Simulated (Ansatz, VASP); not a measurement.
# One calculation of SrO, two programs

```
Sr O
1.0
     0.00000    2.56980    2.56980
     2.56980    0.00000    2.56980
     2.56980    2.56980    0.00000
Sr O
1 1
Direct
  0.00000 0.00000 0.00000
  0.50000 0.50000 0.50000
```

Alike in both runs: task single point; functional PBE; k mesh 8 × 8 × 8; occupations fermi-dirac, width 0.02 eV; no spin polarisation.

|  | VASP | Ansatz |
| --- | --- | --- |
| version | VASP 6.6.1 | Ansatz 0.2.0 |
| potentials or method | VASP PAW PBE potentials, release 64 (Sr_sv, O), cutoff 520 eV | all-electron LAPW, non-relativistic |

VASP gave:

- gap on the k mesh at the Fermi level (eV): 3.26
- pressure (GPa): 3.5

Problem. Which values does Ansatz return?

Solution. gap on the k mesh at the Fermi level (eV): 3.18; pressure (GPa): 3.4.

Ansatz ran all-electron here, so the differences hold the error of VASP's frozen core and of both bases.

A k mesh can miss the band edges. PBE gaps usually lie below the measured ones, often by a third to a half.
